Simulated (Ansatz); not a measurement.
# Starting-point dependence of the GW gap of Ta2O5 (Pmmm)

Aim: G0W0 for Ta2O5 (Pmmm) on several starting functionals, at one mesh, band count and screening cutoff.

Method: G0W0 on several functionals, plane waves, PAW, in Ansatz 0.2.0.

Report form: the programs' logs are mostly left out.

In doubt: masses and optical values from hybrid runs of this build are listed as unsure (steps 3, 4), which bears on the screening that GW takes from such a start.

### 1. Set-up

The structure is orthorhombic, space group Pmmm (No. 47). Conventional cell: a = 3.677 Å, b = 3.897 Å, c = 6.217 Å, α = 90.00°, β = 90.00°, γ = 90.00°. Nearest to Ta lie 6 O at 1.95 to 2.16 Å. Nearest to Ta lie 6 O at 1.84 to 1.98 Å. Nearest to O lie 3 Ta at 1.98 to 2.16 Å. O has 2 Ta at 1.95 Å nearest. Nearest to O lie 2 Ta at 1.84 Å. O has 2 Ta at 1.95 Å nearest. Farther neighbours and most contacts between anions are not listed.

The cell and positions come from the Crystallography Open Database and are kept as given unless a step says otherwise. Spin-orbit coupling is left out unless a step names it. The default PAW set here is soft_2. Its files were made with PBE.

### 2. G0W0 on PBE

Now the one-shot GW correction: screening in the RPA, then the self-energy of the levels asked for.

This step: G0W0 on PBE, plane waves, PAW.

input.yaml reads:

```yaml
crystal:
  lattice:
    - [3.677, 0.0, 0.0]
    - [0.0, 3.897, 0.0]
    - [0.0, 0.0, 6.217]
  atoms:
    - { symbol: Ta, position: [0.5, 0.0, 0.5] }
    - { symbol: Ta, position: [0.0, 0.0, 0.0] }
    - { symbol: O, position: [0.0, 0.0, 0.319] }
    - { symbol: O, position: [0.0, 0.0, 0.681] }
    - { symbol: O, position: [0.5, 0.5, 0.5] }
    - { symbol: O, position: [0.5, 0.0, 0.0] }
    - { symbol: O, position: [0.0, 0.5, 0.0] }
kpoints:
  mp_grid: { grid: [4, 4, 4] }
hamiltonian:
  xc: pbe
scf:
  occupations: { method: fixed }
gw:
  n_empty_bands: 572
  ecut_chi: 200.0
  qp_bands: [v2, c2]
  qp_kpoints: band_edges
  screening: { model: contour_deformation }
```

On the command line:

```console
$ ansatz run input.yaml --threads 3 --pin off --max-ram 64512MiB --backend cuda --events-out ev --progress --plain --runs-dir out --devices 1 --max-vram 24GiB  # rebuilt from the run's record
```

The job ended after 34 s (1 × NVIDIA H100 80GB HBM3 (shared by 3 runs) with 3 threads of AMD EPYC 7R13 (Zen 3), shared host; peak memory 3.1 GiB; 60 s of CPU time).

Numbers from this step:

| Item | Value |
| --- | --- |
| bands summed | 600 |
| RPA ε∞ on this mesh (eigenvalues) | 5.541, 6.794, 9.766 |
| plane waves in the screening matrix | 575 |
| q-points in the mesh | 64 |
| G0W0 gap on the mesh | 1.144 eV |
| k of the valence top | -0.5, -0.5, -0.5 |
| k of the conduction bottom | -0.5, 0, 0 |
| starting gap on the mesh | 0.1898 eV |
| Z at the valence top | 0.6989 |
| Z at the conduction bottom | 0.7542 |
| least direct G0W0 gap on the computed points | 1.361 eV |

The gap on the mesh goes from 0.19 eV to 1.14 eV, a correction of +0.95 eV. Between the two edge states, bare exchange in place of the xc potential would open the gap by 10.45 eV, and correlation takes back 9.50 eV.

### 3. G0W0 on HSE06

One-shot GW remembers its start. Another functional's orbitals and levels show by how much.

This step: G0W0 on HSE06, plane waves, PAW.

input.yaml, as its differences from that of step 2:

```diff
@@ -16,3 +16,3 @@
 hamiltonian:
-  xc: pbe
+  xc: hse06
 scf:
```

Elapsed: 1.8 min, on 1 × NVIDIA H100 80GB HBM3 (shared by 3 runs) with 3 threads; peak memory 3.3 GiB.

Numbers from this step:

| Quantity | Value |
| --- | --- |
| bands summed | 600 |
| RPA ε∞ on this mesh (eigenvalues) | 3.883, 4.821, 5.823 |
| plane waves in the screening matrix | 575 |
| q-points in the mesh | 64 |
| G0W0 gap on the mesh | 1.556 eV |
| k of the valence top | -0.5, -0.5, -0.5 |
| k of the conduction bottom | -0.5, 0, 0 |
| starting gap on the mesh | 1.367 eV |
| Z at the valence top | 0.7599 |
| Z at the conduction bottom | 0.8048 |
| least direct G0W0 gap on the computed points | 1.875 eV |

Against the run with 4×4×4 mesh, 572 empty bands, screening to 200 eV on PBE, the gap moves by +0.41 eV, while the start moved by +1.18 eV.

### 4. G0W0 on PBE0

This step: G0W0 on PBE0, plane waves, PAW.

input.yaml, as its differences from that of step 3:

```diff
@@ -16,3 +16,3 @@
 hamiltonian:
-  xc: hse06
+  xc: pbe0
 scf:
```

Elapsed: 3.6 min, on 1 × NVIDIA H100 80GB HBM3 (shared by 3 runs) with 3 threads; peak memory 3.2 GiB.

Numbers from this step:

```yaml
bands_summed: 600
rpa_eps_infinity_on_this_mesh_eigenvalues: 3.614, 4.460, 5.227
plane_waves_in_the_screening_matrix: 575
g0w0_gap_on_the_mesh: 1.797 eV
k_of_the_valence_top: -0.5, -0.5, -0.5
k_of_the_conduction_bottom: -0.5, 0, 0
starting_gap_on_the_mesh: 2.113 eV
least_direct_g0w0_gap_on_the_computed_points: 2.140 eV
```

Against the run with 4×4×4 mesh, 572 empty bands, screening to 200 eV on HSE06, the gap moves by +0.24 eV, while the start moved by +0.75 eV.

### 5. Side by side

All on the 4×4×4 mesh with 572 empty bands and screening to 200 eV. Times are wall times on 1 × NVIDIA H100 80GB HBM3 (shared by 3 runs) with 3 threads of AMD EPYC 7R13 (Zen 3), shared host, good to a factor of about two.

| start | starting gap (eV) | shift (eV) | G0W0 gap (eV) | RPA ε∞ (harmonic mean) | Z (valence, conduction) | time |
| --- | --- | --- | --- | --- | --- | --- |
| PBE | 0.19 | +0.95 | 1.14 | 6.98 | 0.70, 0.75 | 34 s |
| HSE06 | 1.37 | +0.19 | 1.56 | 4.71 | 0.76, 0.80 | 1.8 min |
| PBE0 | 2.11 | −0.32 | 1.80 | 4.33 | 0.77, 0.82 | 3.6 min |

How the two edges are built up, in eV (the quasiparticle level is the starting level plus Σx plus Σc less Vxc):

| run | edge | start | Σx | Σc | Vxc | Z | QP |
| --- | --- | --- | --- | --- | --- | --- | --- |
| PBE | valence top | 9.27 | -26.51 | 4.70 | -21.25 | 0.70 | 8.72 |
| PBE | conduction bottom | 9.46 | -12.91 | -4.80 | -18.11 | 0.75 | 9.86 |
| HSE06 | valence top | 8.27 | -26.55 | 4.19 | -22.40 | 0.76 | 8.31 |
| HSE06 | conduction bottom | 9.64 | -12.49 | -4.62 | -17.34 | 0.80 | 9.87 |
| PBE0 | valence top | 7.88 | -26.56 | 4.04 | -22.81 | 0.77 | 8.18 |
| PBE0 | conduction bottom | 9.99 | -12.46 | -4.49 | -16.94 | 0.82 | 9.97 |

For a hybrid start, Vxc holds its share of exact exchange.

### 6. Outcome

```
G0W0@PBE     : 1.14 eV (start 0.19 eV)
G0W0@HSE06   : 1.56 eV (start 1.37 eV)
G0W0@PBE0    : 1.80 eV (start 2.11 eV)
known limits : not at the basis limit; no spin-orbit coupling; coarse k mesh
```

The starting gaps span 1.92 eV and the G0W0 gaps 0.65 eV. Between PBE and PBE0, 0.65 eV of the 1.92 eV survives, 34 %. On PBE0 the correction is negative: that start lies above its own G0W0 value. The smallest correction, +0.19 eV, is on HSE06, the start nearest to reproducing itself. Bands and cutoff are finite, so the gap is not at the basis limit. The miss can reach some tenths of an eV and take either sign; the mesh is an error of its own. The 4×4×4 mesh is coarse for this cell (its supercell is 15 Å along the shortest edge). The RPA ε∞ on it, from the PBE start, is 5.54, 6.79 and 9.77; such meshes misread the long-range screening, most where the gap is narrow. The program warns that the mesh is coarse for exact exchange, which bears on the hybrid start's gap. The many-body steps are scalar-relativistic: spin-orbit coupling is not in them.

[Paths, hosts, dates, memory and timing lines, banners, echoed tables and standing remarks are left out of the program output.]

[Logs are printed without paths, hosts, clocks, repeated set-up lines and the standing remarks that a program may print on its own settings, such as how far it seeks lower states.]

[Runs of the session that timed out or met a known fault of the program may be left out.]

[Cells called generated may have been cut or substituted from an entry of the Crystallography Open Database or the Materials Project.]

[Hosts, paths, dates, database ids (printed as entryN), source tags and the programs' standing remarks are cut or masked in the printed files.]
